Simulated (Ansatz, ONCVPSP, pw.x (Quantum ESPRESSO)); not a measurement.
## platinum: one change to the ONCV potential, in the atom and in the sc crystal

| Item | Value |
| --- | --- |
| Element | platinum (Pt) |
| Generator | ONCVPSP 4.0.1 |
| Type | optimised norm-conserving Vanderbilt (ONCV) |
| Functional | PBE |
| Relativity | scalar-relativistic |
| Frozen core | [Kr] 4d10 4f14 |
| Valence charge | 18 |
| Reference configuration | 5s2 5p6 5d9 6s1 |
| Partial waves | 5s+6s: rc 1.75 bohr, ncon 3, nbas 6, qcut 7.5 1/bohr, 2 projectors; 5p: rc 1.75 bohr, ncon 5, nbas 9, qcut 7 1/bohr, 1 projector; 5d: rc 1.75 bohr, ncon 3, nbas 7, qcut 7.3 1/bohr, local; f scattering state at 0.29 Ha: rc 2.30 bohr, ncon 5, nbas 8, qcut 4.2 1/bohr, 1 projector |
| Local potential | the d channel |
| Core correction | none |

Change: p: rc 2.24.

Cutoffs, loose and tight: the cutoffs (Ha) at which the residual kinetic energy of the hardest occupied pseudo-wave falls to 1 and 0.1 mHa per electron. They do not see the model core or the augmentation charge, which bear on the density cutoff. Test errors are all-electron minus pseudo excitation energies from the reference, over the configurations 5s2 5p6 5d9 6s0; 5s2 5p6 5d8 6s0; 5s2 5p6 5d7 6s0; 5s2 5p6 5d8 6s1 6p1; variants that change the core or the reference have their own tests.

Crystal test: sc Pt in pw.x 7.5, no spin, 12³ k-points, Fermi–Dirac smearing 0.01 Ry, cutoffs set for each file from its atomic test. The reference is all-electron LAPW (Ansatz 0.2.0) with the same functional, mesh and smearing; V0 and B0 come from Birch–Murnaghan fits to the pressures at five volumes. Errors are pseudo minus all-electron; Δ is the rms difference of the E(V) curves that follow from these fits, minima aligned, over ±6 % about the mean V0. Mesh and smearing are coarse, so the numbers serve the comparison and aren't converged zero-temperature values; the lattice is a test structure that the element need not adopt.

All-electron: a0 = 2.626 Å (V0 = 18.11 Å³/atom), B0 = 184.3 GPa.

Problem. Does the change bring the crystal closer to the all-electron result?

Solution. The mean pressure error goes from +1.68 to +0.36 GPa, so the change moves the solid closer to the all-electron pressures. At 80 % of its cutoff the pressure of the base moves by -3.80 GPa. At 80 % of its cutoff the pressure of the changed file moves by -3.36 GPa.

```
                       quantity       base    changed
                 outcome (atom)  generated  generated
           cutoff, loose (atom)      19 Ha      19 Ha
           cutoff, tight (atom)      22 Ha      22 Ha
            bound ghosts (atom)       none       none
largest test error (meV) (atom)        -57       -8.9
           cutoffs in pw.x (Ry)     55/220     55/220
                         a0 (Å)      2.634      2.628
                   a0 error (%)      +0.30      +0.07
                   B0 error (%)       -2.2       -0.4
                   Δ (meV/atom)        6.6        1.5
      mean pressure error (GPa)      +1.68      +0.36
```
